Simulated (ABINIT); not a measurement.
Runs of ABINIT 10.8.3 (patched build) on HfN. It takes space group Fm-3m (No. 225, cubic). The conventional cell has a = 4.512 Å, b = 4.512 Å, c = 4.512 Å, α = 90.00°, β = 90.00°, γ = 90.00°. Around Hf (site symmetry m-3m) lie 6 N at 2.26 Å. N (site symmetry m-3m) is surrounded by 6 Hf at 2.26 Å. 

```tsv
task	level	potentials or basis	spin	cutoff (eV)	fine-grid cutoff	gap on the mesh (eV)	pressure (GPa)	V0 of scaled cells (Å³/atom)	B0 (GPa)
equation of state	PBE+D3	JTH PAW PBE v2.0	off	680	1278.94 eV	-	-	(c)	282
equation of state	PBE	JTH PAW PBE v2.0	off	844	1442.2 eV	-	-	11.69	(a)
band structure	WC	JTH PAW PBE v2.0	SOC, no magnetisation	680	1278.94 eV	none	-	-	-
band structure	PBE	PseudoDojo NC SR PBE v0.4.1 standard	off	1143	-	none	6.0	-	-
equation of state	BLYP+D3(BJ)	JTH PAW PBE v2.0	off	680	1278.94 eV	-	-	11.50	278
band structure	SCAN	JTH PAW PBE v2.0	off	816	1414.99 eV	none	(b)	-	-
equation of state	PBEsol	JTH PAW PBE v2.0	off	544	1088.46 eV	-	-	11.36	290
```

Alike in all rows: cell as given; k mesh 10 × 10 × 10; smearing fermi-dirac 0.05 eV.

Problem. Fill in the values left out.

Solution. (a) 270; (b) -0.8; (c) 11.45.

Caveats: pressures at fixed basis lie under the slope of the energies (some runs); the PAW data sets were made with another functional, which shifts forces and pressure a little (some runs); spin-orbit coupling is left out, which moves the levels of the heavy elements (some runs).

A k mesh can miss the band edges, and rows without SOC leave out spin-orbit coupling on Hf.

A gap of «none» marks a metal or a gap under the smearing width.
